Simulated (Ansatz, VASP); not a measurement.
Tl: VASP beside Ansatz

Contents of INCAR:

```
SYSTEM = Tl
PREC     = Accurate       ! precision mode
ENCUT    = 520            ! plane-wave cutoff, eV
EDIFF    = 1E-6           ! SCF threshold, eV
ISMEAR   = -1             ! smearing method
SIGMA    = 0.08           ! smearing width, eV
LREAL    = .FALSE.        ! projectors in reciprocal space
LASPH    = .TRUE.         ! aspherical terms in the spheres
NELM     = 60             ! most SCF steps
ALGO     = Normal         ! electronic algorithm
ISIF     = 2              ! what is computed and relaxed
LWAVE    = .FALSE.        ! write WAVECAR
LCHARG   = .FALSE.        ! write CHGCAR
GGA      = PE             ! functional
NBANDS   = 12             ! bands
```

File KPOINTS:

```
Automatic mesh
0
G
  15 15 15
  0 0 0
```

The input POSCAR:

```
Tl
1.0
   -1.6778735852      1.6778735852      1.6778735852
    1.6778735852     -1.6778735852      1.6778735852
    1.6778735852      1.6778735852     -1.6778735852
Tl
1
Direct
    0.0000000000      0.0000000000      0.0000000000
```

Input for Ansatz:

```yaml
crystal:
  lattice:
    - [-1.6778735852, 1.6778735852, 1.6778735852]
    - [1.6778735852, -1.6778735852, 1.6778735852]
    - [1.6778735852, 1.6778735852, -1.6778735852]
  atoms:
    - { symbol: Tl, position: [0.0, 0.0, 0.0] }
kpoints:
  mp_grid: { grid: [15, 15, 15] }
scf:
  occupations: { method: fermi_dirac, width: 0.08 }
hamiltonian:
  xc: pbe
  pseudopotentials: { kind: paw }
output:
  forces: true
  stress: true
  eigenvalues: true
  populations: true
  write_density: true
  write_potential: true
  elf: true
  volumetric_format: npy
```

Change from the starting cell: volume scaled by 0.6, PAW files.

Alike in both runs: task single point; functional PBE; k mesh 15 × 15 × 15; occupations fermi-dirac, width 0.08 eV; no spin polarisation.

|  | VASP | Ansatz |
| --- | --- | --- |
| version | VASP 6.6.1 | Ansatz 0.2.0 |
| potentials or method | VASP PAW PBE potentials, release 64 (Tl_d) | PAW with Ansatz's default frozen-core files, scalar-relativistic |
| plane-wave cutoff (eV) | 520 | 420 |
| valence electrons in the cell | 13 | 13 |

VASP gave:

- pressure (GPa): 53.8

Q: Which values does Ansatz return?

A: Pressure (GPa): 53.9.

Caveats: so large a pressure means that the cell lies far from this level's equilibrium, or that cutoff or potentials fall short (VASP). The runs have no spin-orbit coupling, so splittings on Tl are missing.
